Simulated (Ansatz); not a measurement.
Level of theory: Ansatz 0.2.0, DFT PBE, scalar-relativistic, plane waves, PAW.

Settings: cutoff 420 eV, Γ-centred mesh 4×6×6 on the computed 4-atom cell, Gaussian smearing of 0.02 eV; no spin polarisation.

```
CELL_PARAMETERS angstrom
11.00836 0.00000 0.00000
0.00000 3.02526 2.79767
0.00000 -3.02526 2.79767
ATOMIC_POSITIONS crystal
Pb 0.63384 0.29573 0.79573
Pb 0.36616 0.79573 0.29573
S 0.61894 0.72527 0.22527
S 0.38106 0.22527 0.72527
```

(1) Is this geometry at equilibrium? Which atom feels the largest force?

(2) Give all forces and the stress.

Spin–orbit coupling is left out, which can shift energies with elements as heavy as these. The cell holds layers, and where no dispersion correction was added their binding is poorly described.

## Answers

(1) It isn't. Atom 4 (S) feels (0.28, 0.00, 2.13) eV/Å, 2.153 eV/Å in size, and symmetry-related atoms feel the same size.

(2)
```csv
atom,Fx,Fy,Fz
Pb1,0.176,0.000,-2.134
Pb2,-0.176,0.000,-2.134
S3,-0.285,0.000,2.134
S4,0.285,0.000,2.134
```
Stress (GPa, compression positive):
```
-0.20  0.00  0.00
 0.00  0.18  0.00
 0.00  0.00 12.90
```

This form isn't the usual stable structure of the compound.